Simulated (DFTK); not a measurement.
Set up this calculation in DFTK 0.8.2, as the native input.

* Task: band structure
* Functional: LDA
* Potentials or basis: cp2k.nc.sr.lda.v0_1.largecore.gth (LDA, GTH)
* Cutoff: 735 eV
* k mesh: 7 × 7 × 7
* Occupations: fermi-dirac, width 0.05 eV
* Spin: no spin polarisation
* Valence electrons: Sn 4
* SCF tolerance on the density: 1e-06

The system is Sn.

```
CELL_PARAMETERS angstrom
0.00000 3.23334 3.23334
3.23334 0.00000 3.23334
3.23334 3.23334 0.00000
ATOMIC_POSITIONS crystal
Sn 0.75000 0.75000 0.75000
Sn 0.50000 0.50000 0.50000
```

This isn't the form of Sn at room conditions, which is tetragonal (white tin).

One way to write it, as run:

run.jl

```julia
using DFTK
using PseudoPotentialData
using Unitful, UnitfulAtomic
using LinearAlgebra, Printf
include("save.jl")
disable_threading()

# lattice vectors are the columns
lattice = austrip(1u"Å") * [           0.0      3.2333428      3.2333428;
                3.2333428            0.0      3.2333428;
                3.2333428      3.2333428            0.0]
symbols   = [:Sn, :Sn]
positions = [[0.75, 0.75, 0.75],
             [0.5, 0.5, 0.5]]
pseudopotentials = PseudoFamily("cp2k.nc.sr.lda.v0_1.largecore.gth")
elements = Dict(s => ElementPsp(s, pseudopotentials) for s in unique(symbols))
atoms    = [elements[s] for s in symbols]

build_model(lattice, positions; symmetries=true) =
    model_DFT(lattice, atoms, positions;
              functionals=LDA(),
              temperature=austrip(0.05u"eV"),
              smearing=Smearing.FermiDirac(),
              symmetries)
Ecut  = 27.0  # hartree
kgrid = [7, 7, 7]
tol   = 1e-6
to_GPa = ustrip(uconvert(u"GPa", 1u"hartree/bohr^3"))

model = build_model(lattice, positions)
basis = PlaneWaveBasis(model; Ecut, kgrid)
display(basis)
scfres = self_consistent_field(basis;
                               tol,
                               nbandsalg=AdaptiveBands(model; n_bands_converge=9))
display(scfres.energies)
@printf "Fermi level: %.6f eV\n" ustrip(auconvert(u"eV", something(scfres.εF, NaN)))
forces = compute_forces_cart(scfres)
println("Forces (eV/Å)")
for (s, f) in zip(symbols, forces)
    @printf "%-3s %12.6f %12.6f %12.6f\n" s ustrip.(auconvert.(u"eV/Å", f))...
end
stress = compute_stresses_cart(scfres)
println("Stress (GPa)")
display(round.(stress * to_GPa; digits=4))
println("Levels at the first k-point (eV): ", round.(ustrip.(auconvert.(u"eV", scfres.eigenvalues[1][1:scfres.n_bands_converge])); digits=4))
save_scf!(scfres; forces, stress)

points = Dict("G" => [0.0, 0.0, 0.0], "K" => [0.375, 0.375, 0.75], "L" => [0.5, 0.5, 0.5], "U" => [0.625, 0.25, 0.625], "W" => [0.5, 0.25, 0.75], "X" => [0.5, 0.0, 0.5])
segments = [("G", "X", 7), ("X", "W", 4), ("W", "K", 3), ("K", "G", 7), ("G", "L", 6), ("L", "U", 4), ("U", "W", 3), ("W", "L", 5), ("L", "K", 4), ("U", "X", 3)]
kcoords = vcat([[points[a] + t * (points[b] - points[a]) for t in range(0, 1, n)] for (a, b, n) in segments]...)
bands = compute_bands(scfres, ExplicitKpoints(kcoords); n_bands=11, tol=1e-5)
for (k, ε) in zip(bands.basis.kpoints, bands.eigenvalues)
    @printf "%d %8.4f %8.4f %8.4f " k.spin k.coordinate...
    println(join([@sprintf("%9.4f", e) for e in ustrip.(auconvert.(u"eV", ε .- scfres.εF))]))
end
results["band_energies"] = rows(bands.eigenvalues); results["band_kpoints"] = rows(kcoords)
```

Potentials or basis: cp2k.nc.sr.lda.v0_1.largecore.gth (LDA, GTH).

The run is started by

```bash
$ julia --threads=1 run.jl  # save.jl only writes the numbers to a file and isn't shown; printed stress counts tension as positive; times include loading and compiling
```

It gave:

- Pressure: -1.2 GPa
- Band gap on the k mesh: none (metal or under the smearing width)

Caveat: GTH potentials come without recommended cutoffs, and this one wasn't checked for convergence; spin-orbit coupling is left out, which moves the levels of the heavy elements.

It took 76 s on 1 thread of Intel(R) Xeon(R) Platinum 8488C (Sapphire Rapids) (shared host), peak memory 1.8 GiB.
